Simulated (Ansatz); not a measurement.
A run of Ansatz 0.2.0:

Contents of input.yaml:

```yaml
crystal:
  lattice:
    - [3.40340081, 0.0, 0.0]
    - [0.0, 3.40340081, 0.0]
    - [0.0, 0.0, 3.40340081]
  atoms:
    - { symbol: Ti, position: [0.0, 0.0, 0.0] }
    - { symbol: Se, position: [0.5, 0.5, 0.5] }
hamiltonian:
  xc: r2scan0
  pseudopotentials: { kind: paw }
kpoints:
  mp_grid: { grid: [5, 5, 5] }
scf:
  occupations: { method: fermi_dirac, width: 0.05 }
output:
  forces: true
  stress: true
  eigenvalues: true
```

Potentials or basis: Ansatz PAW.

Launch:

```bash
$ ansatz run input.yaml --threads 2 --pin off --max-ram 5632MiB --backend cpu --events-out ev --progress --plain --runs-dir out
```

Hardware: 2 threads of Arm Neoverse V2 (shared host).

Task: How long does it take, and how much memory?

Result: Run time: 22 s on 2 threads of Arm Neoverse V2, with other jobs on the host, peak memory 1.3 GiB. Counts: scf iterations 29, plane waves 1021, k points 10, bands 18.
